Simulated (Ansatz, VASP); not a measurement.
## BaZrO3: VASP beside Ansatz

```
Ba Zr O
1.0
     4.22673    0.00000    0.00000
     0.00000    4.22673    0.00000
     0.00000    0.00000    4.22673
Ba Zr O
1 1 3
Direct
  0.50000 0.50000 0.50000
  0.00000 0.00000 0.00000
  0.50000 0.00000 0.00000
  0.00000 0.50000 0.00000
  0.00000 0.00000 0.50000
```

Alike in both runs: functional PBE; k mesh 4 × 4 × 4; occupations gaussian, width 0.1 eV; no spin polarisation.

Ansatz relaxed the structure, and its values are those at the end. VASP's run is a single point on that final structure, the one shown.

|  | VASP | Ansatz |
| --- | --- | --- |
| version | VASP 6.6.1 | Ansatz 0.2.0 |
| potentials or method | VASP PAW PBE potentials, release 64 (Ba_sv, Zr_sv, O) | scalar-relativistic, plane waves, PAW |
| plane-wave cutoff (eV) | 520 | 420 |
| valence electrons in the cell | 40 | 40 |

|  | VASP | Ansatz | Ansatz less VASP |
| --- | --- | --- | --- |
| gap on the k mesh at the Fermi level (eV) | 3.13 | 3.17 | +0.047 |
| least direct gap on the mesh (eV) | 3.38 | 3.40 | +0.021 |
| pressure (GPa) | 1.0 | 0.1 | -0.94 |

The functional is the same, so the differences come from potentials, cutoffs and numerics.

Caveats: spin-orbit coupling is left out, which moves the levels of the heavy elements. Expect the measured gap to be larger: semilocal functionals such as PBE lack the derivative discontinuity. A k mesh can miss the band edges.
